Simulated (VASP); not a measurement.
Consider the following.

```
CELL_PARAMETERS angstrom
      0.00000     3.01649     3.01649
      3.01649     0.00000     3.01649
      3.01649     3.01649     0.00000
ATOMIC_POSITIONS crystal
  Zn 0.00000 0.00000 0.00000
  Te 0.25000 0.25000 0.25000
```

Computed with PBEsol GGA, VASP's PBE PAW potentials (set 64) (plane waves; VASP). Numerical set-up: 480 eV cut-off, 8×8×8 Γ-centred mesh, Gaussian smearing of 0.050 eV, potentials Zn Te.

Unless said otherwise, spin-orbit coupling is left out, though it shifts the bands of the heavy elements here.

**Question.** What does the run give for the energy per atom (σ→0), band gap (on the k-mesh) with the smallest direct gap where there is one?

**Answer.** 
* **band gap (on the k-mesh)**: 1.32 eV
* **smallest direct gap (on the k-mesh)**: 1.32 eV
* **energy per atom (σ→0)**: -285.2 kJ/mol of atoms

Total energies compare only between runs with the same potentials, cut-off and functional.

The compound is ZnTe in the zinc blende structure. It was relaxed first under an external pressure of 1 GPa.
